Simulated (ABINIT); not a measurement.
GaN:

```
CELL_PARAMETERS angstrom
3.18000 0.00000 0.00000
-1.59000 2.75396 0.00000
0.00000 0.00000 5.16600
ATOMIC_POSITIONS crystal
Ga 0.66667 0.33333 0.50000
Ga 0.33333 0.66667 0.00000
N 0.66667 0.33333 0.87500
N 0.33333 0.66667 0.37500
```

Base run:

- Program: ABINIT 10.8.3 (patched build)
- Functional: PBEsol
- Potentials or basis: JTH PAW PBE v2.0
- Cutoff: 844 eV
- k mesh: 10 × 10 × 5
- Occupations: fermi-dirac, width 0.05 eV
- Spin: no spin polarisation

Its results: band gap on the k mesh 1.90 eV, direct; pressure 1.7 GPa; largest force 0.133 eV/Å.

After a change of settings the same cell gave: band gap on the k mesh 1.96 eV, direct; pressure 7.1 GPa; largest force 0.134 eV/Å. Which change was it?
A. functional from PBEsol to AM05
B. functional from PBEsol to revPBE
C. functional from PBEsol to PW91
D. functional from PBEsol to BLYP

C.

PW91 binds less tightly than PBEsol, so the same cell stands under more pressure.

Caveats: the PAW data sets were made with another functional, which shifts forces and pressure a little.
